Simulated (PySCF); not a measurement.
# XPS shifts beside NMR shieldings

1-butene, C4H8.
SMILES with atom numbers: `[CH2:1]=[CH:2][CH2:3][CH3:4]`

Binding energies: delta-SCF UKS SCAN, pcX-2 on the ionised atom, pcseg-1 elsewhere, spin-free X2C in PySCF. Shieldings: GIAO PBE0/pcSseg-1, non-relativistic, same geometry.

| atom | isotropic shielding (ppm) |
| --- | --- |
| C1 | 66.7 |
| C2 | 36.8 |
| C3 | 152.8 |
| C4 | 169.6 |

Problem. What are the C 1s binding energies of these atoms?

Solution. 
```tsv
atom	environment	C 1s (eV)	isotropic shielding (ppm)
C1	terminal =CH2 carbon	289.99	66.7
C2	alkene CH carbon	290.40	36.8
C4	methyl carbon	290.50	169.6
C3	allylic carbon	290.67	152.8
```

Problem. Among the listed atoms, is the one with the highest binding energy also the least shielded?

Solution. No. The highest binding energy is at C3 (290.67 eV, shielding 152.8 ppm), the lowest shielding at C2 (36.8 ppm, 290.40 eV).

By binding energy: C1 < C2 < C4 < C3. By shielding: C2 < C1 < C3 < C4.

Geometry: GFN2-xTB, one conformer, isolated molecule.

The values belong to the conformer `[CH2:1]=[CH:2][CH2:3][CH3:4]`: C1–C2–C3–C4 118°.
